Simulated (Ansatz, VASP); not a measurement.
**PbS in VASP and in Ansatz**

```xyz
4
Lattice="2.0800 -5.9913 0.0000 2.0800 5.9913 0.0000 0.0000 0.0000 4.2793" Properties=species:S:1:pos:R:3 pbc="T T T"
Pb    2.0800   -4.4268    3.2095
Pb    2.0800    4.4268    1.0698
S     2.0800   -1.7399    3.2095
S     2.0800    1.7399    1.0698
```

Measurements of this composition are mostly on another form, of space group No. 225.

Alike in both runs: task single point; functional PBEsol; k mesh 4 × 4 × 4; no spin polarisation.

|  | VASP | Ansatz |
| --- | --- | --- |
| version | VASP 6.6.1 | Ansatz 0.2.0 |
| potentials or method | VASP PAW PBE potentials, release 64 (Pb_d, S) | plane waves, PAW |
| plane-wave cutoff (eV) | 520 | 420 |
| occupations | gaussian, width 0.01 eV | fixed |
| valence electrons in the cell | 40 | 40 |

|  | VASP | Ansatz | Ansatz less VASP |
| --- | --- | --- | --- |
| gap on the k mesh at the Fermi level (eV) | 1.22 | 1.22 | 0.000 |

Caveats: spin-orbit coupling is left out, which as a rule narrows the gap of such compounds by several tenths of an eV. A k mesh can miss the band edges.
